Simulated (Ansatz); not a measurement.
Molecular dynamics on a 2×2×2 supercell (16 atoms) of InP (F-43m), relaxed with r2SCAN. Forces come from PBEsol in Ansatz: constant energy and volume (NVE), velocities drawn at 100 K, steps of 2 fs. Spin polarisation is off, nuclei are classical, and the run is far too short for thermal averages.

```yaml
crystal:
  lattice:
    - [0.0, 5.907626687, 5.907626687]
    - [5.907626687, 0.0, 5.907626687]
    - [5.907626687, 5.907626687, 0.0]
  atoms:
    - { symbol: In, position: [0.0, 0.0, 0.0] }
    - { symbol: P, position: [0.125, 0.125, 0.125] }
    - { symbol: In, position: [0.0, 0.0, 0.5] }
    - { symbol: P, position: [0.125, 0.125, 0.625] }
    - { symbol: In, position: [0.0, 0.5, 0.0] }
    - { symbol: P, position: [0.125, 0.625, 0.125] }
    - { symbol: In, position: [0.0, 0.5, 0.5] }
    - { symbol: P, position: [0.125, 0.625, 0.625] }
    - { symbol: In, position: [0.5, 0.0, 0.0] }
    - { symbol: P, position: [0.625, 0.125, 0.125] }
    - { symbol: In, position: [0.5, 0.0, 0.5] }
    - { symbol: P, position: [0.625, 0.125, 0.625] }
    - { symbol: In, position: [0.5, 0.5, 0.0] }
    - { symbol: P, position: [0.625, 0.625, 0.125] }
    - { symbol: In, position: [0.5, 0.5, 0.5] }
    - { symbol: P, position: [0.625, 0.625, 0.625] }
kpoints:
  mp_grid: { grid: [2, 2, 2] }
hamiltonian:
  xc: pbesol
scf:
  occupations: { method: fermi_dirac, width: 0.02 }
md:
  ensemble: nve
  temperature: 100
  timestep: 2.0
  n_steps: 40
  initial_velocities: maxwell_boltzmann
  seed: 355
```

Command: `ansatz run input.yaml --threads 4 --pin off --max-ram 3686MiB --backend cpu --events-out ev --progress --plain --runs-dir out`. It took 2.2 min on 4 threads of Arm Neoverse V1, with other jobs on the host, load about 1.0 per core; peak host memory 1.4 GiB.

| step | t (fs) | T (K) | free energy F from step 0 (meV/atom) | kinetic energy (meV/atom) | largest force (eV/Å) |
| --- | --- | --- | --- | --- | --- |
| 0 | 0 | 100 | 0.0 | 12.1 | 0.00 |
| 1 | 2 | 99 | 0.1 | 12.0 | 0.09 |
| 2 | 4 | 97 | 0.3 | 11.8 | 0.18 |
| 3 | 6 | 94 | 0.7 | 11.4 | 0.26 |
| 4 | 8 | 90 | 1.2 | 10.9 | 0.35 |
| 5 | 10 | 85 | 1.8 | 10.3 | 0.43 |
| 6 | 12 | 80 | 2.5 | 9.6 | 0.50 |
| 7 | 14 | 74 | 3.2 | 8.9 | 0.57 |
| 8 | 16 | 68 | 3.9 | 8.2 | 0.63 |
| 9 | 18 | 62 | 4.6 | 7.5 | 0.68 |
| 10 | 20 | 57 | 5.3 | 6.9 | 0.72 |
| 11 | 22 | 52 | 5.8 | 6.3 | 0.76 |
| 12 | 24 | 49 | 6.3 | 5.9 | 0.78 |
| 13 | 26 | 46 | 6.6 | 5.6 | 0.79 |
| 14 | 28 | 45 | 6.7 | 5.4 | 0.79 |
| 15 | 30 | 45 | 6.7 | 5.4 | 0.77 |
| 16 | 32 | 45 | 6.6 | 5.5 | 0.75 |
| 17 | 34 | 47 | 6.4 | 5.8 | 0.73 |
| 18 | 36 | 50 | 6.0 | 6.1 | 0.72 |
| 19 | 38 | 54 | 5.6 | 6.5 | 0.69 |
| 20 | 40 | 58 | 5.1 | 7.0 | 0.66 |
| 21 | 42 | 62 | 4.7 | 7.5 | 0.63 |
| 22 | 44 | 65 | 4.2 | 7.9 | 0.59 |
| 23 | 46 | 69 | 3.8 | 8.3 | 0.54 |
| 24 | 48 | 72 | 3.4 | 8.7 | 0.49 |
| 25 | 50 | 74 | 3.2 | 8.9 | 0.44 |
| 26 | 52 | 75 | 3.0 | 9.1 | 0.38 |
| 27 | 54 | 75 | 3.0 | 9.1 | 0.33 |
| 28 | 56 | 74 | 3.2 | 9.0 | 0.29 |
| 29 | 58 | 72 | 3.4 | 8.7 | 0.30 |
| 30 | 60 | 69 | 3.8 | 8.3 | 0.31 |
| 31 | 62 | 65 | 4.3 | 7.9 | 0.36 |
| 32 | 64 | 60 | 4.8 | 7.3 | 0.43 |
| 33 | 66 | 55 | 5.4 | 6.7 | 0.50 |
| 34 | 68 | 50 | 6.1 | 6.1 | 0.56 |
| 35 | 70 | 45 | 6.7 | 5.4 | 0.61 |
| 36 | 72 | 39 | 7.3 | 4.8 | 0.66 |
| 37 | 74 | 35 | 7.9 | 4.2 | 0.70 |
| 38 | 76 | 31 | 8.4 | 3.7 | 0.73 |
| 39 | 78 | 27 | 8.8 | 3.3 | 0.75 |
| 40 | 80 | 25 | 9.1 | 3.1 | 0.77 |

The temperature goes from 100 K to 25 K in 80 fs. The atoms start on their lattice sites with kinetic energy alone, so much of it first passes into potential energy. The conserved energy stays within 0.02 meV an atom. By the last step the atoms have moved 0.09 Å in the root mean square, the drift of the whole cell taken out, 0.16 Å at most.

Positions (Å) and forces (eV/Å) at step 40:
```
In   0.015   0.003   0.026    -0.145  -0.210  -0.069
P    1.499   1.463   1.488     0.043  -0.097   0.097
In   2.883   3.013   0.018     0.028   0.057  -0.090
P    4.362   4.458   1.501     0.492  -0.051  -0.148
In   2.990  -0.007   2.978    -0.106  -0.231  -0.183
P    4.430   1.454   4.438     0.276   0.243  -0.073
In   5.900   2.895   2.866    -0.006   0.026   0.083
P    7.342   4.424   4.369    -0.159  -0.053   0.095
In   0.031   2.871   3.014     0.239   0.278  -0.005
P    1.514   4.502   4.373    -0.279  -0.226   0.291
In   2.977   5.995   2.955     0.097   0.224   0.071
P    4.444   7.446   4.532    -0.325  -0.332  -0.141
In   2.977   3.019   5.855    -0.200  -0.253  -0.133
P    4.426   4.292   7.458     0.186   0.729  -0.152
In   5.857   5.853   5.922     0.085  -0.273   0.147
P    7.425   7.361   7.276    -0.227   0.170   0.209
```
